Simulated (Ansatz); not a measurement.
# Ca (Fm-3m) in Ansatz: a run that goes wrong, beside a sound one

Two runs on Ca: the first has a flaw, the second is sound.

Program: Ansatz 0.2.0. These are calculated values, not measurements. Logs are shortened: lines on timing, memory, paths and dates and some standing lists are left out, and cuts for length are marked.

## (1) The structure

It takes space group Fm-3m (No. 225, cubic). The conventional cell has a = 5.588 Å, b = 5.588 Å, c = 5.588 Å, α = 90.00°, β = 90.00°, γ = 90.00°. Ca (site symmetry m-3m) has 12 Ca at 3.95 Å as nearest neighbours.

## (2) A run with an altered input

Contents of input.yaml:

```yaml
crystal:
  lattice:
    - [0.0, 2.7942, 2.7942]
    - [2.7942, 0.0, 2.7942]
    - [2.7942, 2.7942, 0.0]
  atoms:
    - { symbol: Ca, position: [0.0, 0.0, 0.0] }
hamiltonian:
  xc: pbe
  pseudopotentials: { kind: paw }
kpoints:
  mp_grid: { grid: [8, 8, 8] }
scf:
  occupations: { method: fermi_dirac, width: 0.3 }
  n_extra_bands: 0
  max_iter: 50
output:
  forces: true
  stress: true
  eigenvalues: true
relax:
  f_tol: 0.01
  max_steps: 40
  cell: { stress_tol: 0.05 }
```

Potentials or basis: Ansatz PAW.

Command:

```
ansatz run input.yaml --threads 2 --pin off --max-ram 5632MiB --backend cpu --events-out ev --progress --plain --runs-dir out
```

Log:

```text
Error: inconsistent input (scf.n_extra_bands, scf.occupations.method): n_bands = 5 leaves no empty band above the 5 bands per channel that the deck's 10 electrons occupy, and the occupations search for the Fermi level (a smearing at a finite width, or tetrahedra): a level found among occupied bands alone can fill a metal as an insulator; raise scf.n_extra_bands until at least 6 bands are solved (omitted, it auto-derives to 10) (see scf.n_extra_bands in the input reference)
```

Wall time 0.06 s (2 threads of Arm Neoverse V1, shared host); peak memory 0.066 GiB.

The input was rejected before any iteration. What is wrong with the input: too few bands (scf.n_extra_bands = 0; scf.occupations = method fermi_dirac, width 0.3).

## (3) Relaxation of cell and atoms, PBE

input.yaml: that of step 2 with these lines changed.

```diff
@@ -13,5 +13,3 @@
 scf:
-  occupations: { method: fermi_dirac, width: 0.3 }
-  n_extra_bands: 0
-  max_iter: 50
+  occupations: { method: fermi_dirac, width: 0.05 }
 output:
```

Potentials or basis: Ansatz PAW.

Command:

```
ansatz run input.yaml --threads 2 --pin off --max-ram 5632MiB --backend cpu --events-out ev --progress --plain --runs-dir out
```

Wall time 2.1 s (2 threads of Arm Neoverse V1, shared host); peak memory 0.28 GiB.

The run converged. Its results:

```
Free energy                            : -1816.8655 eV
Relaxed volume                         : 42.13 Å³/atom
Relaxed cell                           : a = 3.906 Å, b = 3.906 Å, c = 3.906 Å, α = 60.00°, β = 60.00°, γ = 60.00°
Space group after relaxing (to 0.05 Å) : Fm-3m (No. 225)
Energy gained by relaxing              : 2.6 meV/atom
Ionic steps                            : 4
Pressure after relaxing                : 0.0 GPa
Band gap on the k mesh                 : none (metal or under the smearing width)
```

Step by step:
```
step  energy change (eV)  largest force (eV/Å)  volume (Å³)
   1              0.0000                0.0000        43.63
   2             -0.0018                0.0000        43.01
   3             -0.0027                0.0000        42.13
   4             -0.0026                0.0000        42.13
```

Final structure:
```xyz
1
Lattice="0.0000 2.7618 2.7618 2.7618 0.0000 2.7618 2.7618 2.7618 0.0000" Properties=species:S:1:pos:R:3 pbc="T T T"
Ca    0.0000    0.0000    0.0000
```

Levels at points of the mesh, in eV from the Fermi level:
```tsv
k point	band 2	band 3	band 4	band 5	band 6	band 7	band 8	band 9
(0.00, 0.00, 0.00)	-22.89	-22.89	-22.89	-3.98	2.38	2.38	2.38	3.45
(0.00, 0.00, -0.50)	-23.03	-22.91	-22.91	-0.94	-0.12	2.27	2.27	4.14
(0.00, -0.50, -0.50)	-23.02	-22.94	-22.94	-0.41	0.62	1.01	4.13	4.32
```

Caveat: the plane-wave basis is chosen anew once the cell has moved, so the energies of steps on either side of that aren't comparable.
